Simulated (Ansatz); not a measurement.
Calculated ¹¹⁹Sn Mössbauer parameters for SnO₂

Cell: a Materials Project structure (computed, not necessarily an observed phase), atoms as given.

Space group Pbcn (No. 60); a = 4.7351, b = 5.7509, c = 5.2471 Å.

```csv
site,Wyckoff,site symmetry,x,y,z
Sn,4c,.2.,0.5000,0.6654,0.7500
O,8d,1,0.7303,0.6071,0.0786
```

One atom of each set is listed.

The numbers come from a DFT calculation in Ansatz (r2SCAN, plane waves and PAW, scalar-relativistic, 500 eV cutoff, Γ-centred 5×4×5 k-points, Fermi–Dirac smearing 0.02 eV).

Isomer shifts (against SnO₂) follow from the electron density at the nucleus, δ = α(ρ − ρ₀), with α = 0.093 mm s⁻¹ a₀³ and ρ₀ = 183072.84 a₀⁻³ from a line fitted to 8 measured compounds at this level of theory (rms miss 0.14 mm/s). ΔE_Q = ½eQV_zz(1 + η²/3)^½ with Q = -0.132 b for the 23.9 keV state.

(1) What would the ¹¹⁹Sn spectrum's parameters be?

Answers

(1) 

| site | atoms | first shell | ρ − ρ₀ (a₀⁻³) | δ (mm/s) | ΔE_Q (mm/s) | η |
| --- | --- | --- | --- | --- | --- | --- |
| Sn | 4 | 6 O at 2.04–2.11 Å | 0.1 | 0.01 | 0.24 | 0.61 |

The shift of Sn is typical of Sn(IV) in an ionic setting.

Without spin–orbit coupling (the program notes it for Sn) the gradients are little affected as a rule: paired runs on crystals with a gap mostly move them by under 2 % at such atoms. With these PAW files V_zz is typically within 2 to 3 % of all-electron values, but misses above 10 % occur on Sn.

Hardware: 1 thread of AMD EPYC 9R14 (Zen 4) (x86_64; 16 cores open to the job, memory cap 2.5 GiB, no GPU), a shared host with a load of 0.1 a core. Wall time 20 s, CPU time 20 s, peak memory 0.82 GiB.
